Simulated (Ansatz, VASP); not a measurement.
## One calculation of Si, two programs

```
Si
1.0
    -1.54658    1.54658    1.54658
     1.54658   -1.54658    1.54658
     1.54658    1.54658   -1.54658
Si
1
Direct
  0.00000 0.00000 0.00000
```

Alike in both runs: functional RPBE; k mesh 14 × 14 × 14; occupations fermi-dirac, width 0.1 eV; no spin polarisation.

Ansatz relaxed the structure, and its values are those at the end. VASP's run is a single point on that final structure, the one shown.

|  | VASP | Ansatz |
| --- | --- | --- |
| version | VASP 6.6.1 | Ansatz 0.2.0 |
| potentials or method | VASP PAW PBE potentials, release 64 (Si) | plane waves (420 eV) with PAW, scalar-relativistic |
| plane-wave cutoff (eV) | 520 | 420 |
| valence electrons in the cell | 4 | 4 |

```csv
,VASP,Ansatz,Ansatz less VASP
pressure (GPa),-0.4,0.0,+0.39
```

Caveats: the PAW data sets were made with another functional, which shifts forces and pressure a little (VASP).
